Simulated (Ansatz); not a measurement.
# CdSe: checks on the settings of a gradient run

More tests of how the quadrupolar parameters of CdSe respond to changes of cell, atoms or settings. The cell is a computed entry of the Materials Project. Its positions were relaxed in an earlier run. Planned: a check of symmetry.

Program: Ansatz 0.2.0. Level of theory: DFT, PBE, plane-wave PAW, default files, scalar-relativistic, as far as a step names no other. These are calculated values, not measurements.

## Step 1: The starting structure

The structure is hexagonal, space group P6_3mc (No. 186). The conventional cell has a = 4.346 Å, b = 4.346 Å, c = 7.090 Å, α = 90.00°, β = 90.00°, γ = 120.00°. Around Cd (site symmetry 3m) lie 4 Se at 2.66 to 2.67 Å. Se (site symmetry 3m) has 4 Cd at 2.66 to 2.67 Å as nearest neighbours.

Coordinates:

```cif
data_structure
_symmetry_space_group_name_H-M 'P6_3mc'
_symmetry_Int_Tables_number 186
_cell_length_a 4.3461
_cell_length_b 4.3461
_cell_length_c 7.0898
_cell_angle_alpha 90.000
_cell_angle_beta 90.000
_cell_angle_gamma 120.000
_cell_volume 115.97
loop_
_atom_site_label
_atom_site_type_symbol
_atom_site_symmetry_multiplicity
_atom_site_Wyckoff_symbol
_atom_site_fract_x
_atom_site_fract_y
_atom_site_fract_z
_atom_site_occupancy
Cd1 Cd 2 b 0.66667 0.33333 0.49995 1
Se1 Se 2 b 0.66667 0.33333 0.87591 1
```

The earlier run gave: gap on the mesh 0.60 eV, largest force 0.008 eV/Å, pressure 1.3 GPa.

The printed gradients, by site:

| site | atoms | first shell | V_zz (10²¹ V/m²) | η | C_Q (MHz) |
| --- | --- | --- | --- | --- | --- |
| Cd | 1, 2 | 4 Se at 2.66–2.67 Å | 0.29 | 0.00 | – |
| Se | 3, 4 | 4 Cd at 2.66–2.67 Å | 0.35 | 0.00 | – |

V_zz is the principal component of the electric field gradient with the largest magnitude, η = (V_xx − V_yy)/V_zz and C_Q = eQV_zz/h. Quadrupole moments are those of Pyykkö's year-2017 table. A dash under C_Q marks elements without a common quadrupolar isotope.

## Step 2: Settings changed: crystal.symmetry = detect: false

The input, input.yaml:

```yaml
crystal:
  lattice:
    - [4.3460853832, 0.0, 0.0]
    - [-2.1730426916, 3.7638203488, 0.0]
    - [0.0, 0.0, 7.08983988]
  atoms:
    - { symbol: Cd, position: [0.6666666667, 0.3333333333, 0.49995336] }
    - { symbol: Cd, position: [0.3333333333, 0.6666666667, 0.99995336] }
    - { symbol: Se, position: [0.6666666667, 0.3333333333, 0.87590664] }
    - { symbol: Se, position: [0.3333333333, 0.6666666667, 0.37590664] }
  symmetry: { detect: false }
kpoints:
  mp_grid: { grid: [5, 5, 3] }
scf:
  occupations: { method: fermi_dirac, width: 0.02 }
hamiltonian:
  xc: pbe
  pseudopotentials: { kind: paw }
output:
  forces: true
  stress: true
  populations: true
  efg: { contact_densities: true }
```

Command:

```bash
> ansatz run input.yaml --threads 1 --pin off --max-ram 2560MiB --backend cpu --events-out ev --progress --plain --runs-dir out
```

What it wrote (excerpt; [...] marks lines left out):

```text
Warning: RAYON_NUM_THREADS=1 ignored (pool sized by the plan → 1); use --threads N
Cd: output.efg is read without spin–orbit coupling, which moves field gradients at and beside such atoms by some per cent and up to a factor of two; PAW files take it under magnetization.noncollinear and magnetization.spin_orbit
[...]
Pseudopotentials: kind: paw
Pseudopotential: Cd, paw, valence charge 20, recommended cutoff 420 eV (normal), Cd.paw.azcp
Pseudopotential: Se, paw, valence charge 16, recommended cutoff 420 eV (normal), Se.paw.azcp
Functional definition: PBE
[...]
Crystal: 4 atoms, lattice volume = 115.975 Å³
Basis set: ecut = 420 eV, 2297 PW (Γ), exchange–correlation on 60×60×96 points (8 copies of the dense FFT grid, shifted against one another)
Bands: 44, of which v1, the nominal top of the filled ones, is band 36 counted from 1 (35 counted from 0)
Symmetry: 1 space group operations
k-points: 38 of 75 (time reversal used)
[...]
SCF iter   1: F=—  HF=-27449.560687 eV  |F-HF|=—  |Δ(HF+E_count)|=         —  Δρ=7.66e-4  dr2=1.38e-3  ethr=1.77e-3  ⟨swp⟩=6.3  Hψ=6196  notcnv=0  defer=3
[...]
SCF iter   6: F=-27449.561951 eV  HF=-27449.561951 eV  |F-HF|=1.70e-7  |Δ(HF+E_count)|=   1.66e-6  Δρ=8.93e-6  dr2=8.22e-8  ethr=1.39e-10  ⟨swp⟩=7.1  Hψ=7835  notcnv=0
[...]
SCF converged after 6 iterations
Free energy (F): -27449.561951 eV
[...]
E sigma→0 (E₀):  -27449.561951 eV
Fermi energy:    7.362355 eV
[...]
--- Forces (eV/Å), atoms counted from 1 ---
  atom   1  Cd     0.00000041    -0.00000038     0.00837643
  atom   2  Cd    -0.00000039     0.00000077     0.00837665
  atom   3  Se    -0.00000008     0.00000100    -0.00836514
  atom   4  Se    -0.00000042    -0.00000068    -0.00836464
[...]
--- Stress (GPa, compression-positive) ---
        1.270520      -0.000000      -0.000000
       -0.000000       1.270518       0.000000
       -0.000000       0.000000       1.214783
  P = ⅓ Tr σ = 1.2519 GPa (12.519 kbar)
--- PAW observables at the nuclei: V_zz in 10²¹ V/m², potentials from the cell's mean, atoms counted from 1 ---
  atom   1  Cd V_zz =    +0.293233   η = 0.0000   by run symmetry: not_imposed
            electrostatic potential = -7703.824020 V   contact ρ = 1035908.703297 e/Å³
  atom   2  Cd V_zz =    +0.293245   η = 0.0000   by run symmetry: not_imposed
            electrostatic potential = -7703.824021 V   contact ρ = 1035908.703307 e/Å³
  atom   3  Se V_zz =    +0.349201   η = 0.0000   by run symmetry: not_imposed
            electrostatic potential = -4709.492876 V   contact ρ = 262876.770130 e/Å³
  atom   4  Se V_zz =    +0.349199   η = 0.0000   by run symmetry: not_imposed
            electrostatic potential = -4709.492898 V   contact ρ = 262876.770136 e/Å³
--- Band table (eV; the first three rows and the last of 38) ---
[...]
--- Löwdin populations: 4 sites ---
  site symbol       q [e]
     0     Cd     18.7744
     1     Cd     18.7745
     2     Se     17.0371
     3     Se     17.0371
  spilling = 0.005235 (of n_electrons = 72.000000)
```

It took 27 s on 1 thread of an Arm CPU, shared host; peak memory 0.44 GiB.

The run ends with gap on the mesh 0.60 eV, largest force 0.008 eV/Å, pressure 1.3 GPa.

What changed since step 1 (V_zz in 10²¹ V/m²):

```csv
site,atoms,"V_zz, PBE","V_zz, new settings","η, PBE","η, new settings"
Cd,"1, 2",0.29,0.29,0.00,0.00
Se,"3, 4",0.35,0.35,0.00,0.00
```

The sizes of the gradients above 0.15 moved by less than 0.1 % at any site. The free energy stayed within 0.1 meV/atom.

## Step 3: Results

```
                                                quantity                                                                value
                                          state (step 1)  gap on the mesh 0.60 eV, largest force 0.008 eV/Å, pressure 1.3 GPa
                        V_zz by site, step 1 (10²¹ V/m²)                                                     Cd 0.29, Se 0.35
step 2 (crystal.symmetry = detect: false) against step 1                                          less than 0.1 % at any site
```

In words: Site Se (4 Cd at 2.66–2.67 Å) carries the largest gradient. With so small a gap the gradients can converge slowly in k; no denser mesh was tried here. With a gap of 0.6 eV on this mesh, small gradients can still move by 0.1 × 10²¹ V/m² or more as the k-mesh gets denser. The program warns that gradients near heavy atoms lack spin–orbit coupling.
